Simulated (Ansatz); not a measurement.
Take BaSnO3 in the cubic perovskite structure (space group Pm-3m, No. 221) as the base.

```
BaSnO3
1.0
    4.12163     0.00000     0.00000
    0.00000     4.12163     0.00000
    0.00000     0.00000     4.12163
Ba Sn O
1 1 3
Direct
  0.00000   0.00000   0.00000
  0.50000   0.50000   0.50000
  0.00000   0.50000   0.50000
  0.50000   0.50000   0.00000
  0.50000   0.00000   0.50000
```

Cartesian axes are those of the cell as printed.

Method: plane-wave PAW DFT at the PBEsol level (Ansatz, an electronic-structure program, 420 eV), no spin-orbit coupling, earlier PAW set.

Base values:

| Quantity | Value |
|---|---|
| Shortest interatomic distance | 2.061 Å |

Modification: biaxial strain +1.13 %, plane normal [001], relaxed out of plane (Cartesian); in-plane vectors clamped, the third vector and the atoms free.

Question: Predict the new out-of-plane strain.

Answer: The out-of-plane strain is -0.65 %.

Question: What happens to the shortest interatomic distance?

Answer: The shortest interatomic distance decreases by 0.013 Å (2.061 Å → 2.048 Å).

Stability against distortions was not tested.
